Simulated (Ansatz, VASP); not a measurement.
**One calculation of Au, two programs**

Contents of INCAR:

```
ALGO = Normal ; EDIFF = 1E-6
ENCUT = 520 ; GGA = PE
ISIF = 2 ; ISMEAR = -1
LASPH = True ; LCHARG = True
LELF = True ; LREAL = False
LVHAR = True ; LWAVE = False
NBANDS = 18 ; NELM = 80
PREC = Accurate ; SIGMA = 0.05
```

Contents of KPOINTS:

```
k-points
0
Gamma
  12 12 12
```

File POSCAR:

```
Au
1.0
    0.0000000000      3.0814704409      3.0814704409
    3.0814704409      0.0000000000      3.0814704409
    3.0814704409      3.0814704409      0.0000000000
Au
2
Direct
   -0.1250000000     -0.1250000000     -0.1250000000
    0.1250000000      0.1250000000      0.1250000000
```

Input for Ansatz:

```yaml
crystal:
  lattice:
    - [0.0, 3.0814704409, 3.0814704409]
    - [3.0814704409, 0.0, 3.0814704409]
    - [3.0814704409, 3.0814704409, 0.0]
  atoms:
    - { symbol: Au, position: [-0.125, -0.125, -0.125] }
    - { symbol: Au, position: [0.125, 0.125, 0.125] }
kpoints:
  mp_grid: { grid: [12, 12, 12] }
  band_path:
    path:
      - [0.0, 0.0, 0.0]
      - [0.5, 0.0, 0.5]
      - [0.625, 0.25, 0.625]
      - [0.375, 0.375, 0.75]
      - [0.0, 0.0, 0.0]
      - [0.5, 0.5, 0.5]
      - [0.5, 0.25, 0.75]
      - [0.5, 0.0, 0.5]
    npoints: 14
scf:
  occupations: { method: fermi_dirac, width: 0.05 }
hamiltonian:
  xc: pbe
  pseudopotentials: { kind: all_electron, lapw: { basis_error: 0.001 } }
output:
  forces: true
  stress: true
  eigenvalues: true
  populations: true
  dos: { projected: true, de: 0.2, e_range: [-14, 8] }
```

This isn't the form of Au at room conditions, which is fcc.

Alike in both runs: task single point; functional PBE; k mesh 12 × 12 × 12; occupations fermi-dirac, width 0.05 eV; no spin polarisation.

```csv
,VASP,Ansatz
version,VASP 6.6.1,Ansatz 0.2.0
potentials or method,"VASP PAW PBE potentials, release 64 (Au)","all-electron LAPW, scalar-relativistic"
plane-wave cutoff (eV),520,see its input
```

VASP gave:

```
pressure (GPa) : -0.1
```

Question: Estimate Ansatz's values.

Answer: Pressure (GPa): 0.0.

Ansatz ran all-electron here, so the differences hold the error of VASP's frozen core and of both bases.

Spin-orbit coupling is left out, which matters for the levels of Au.
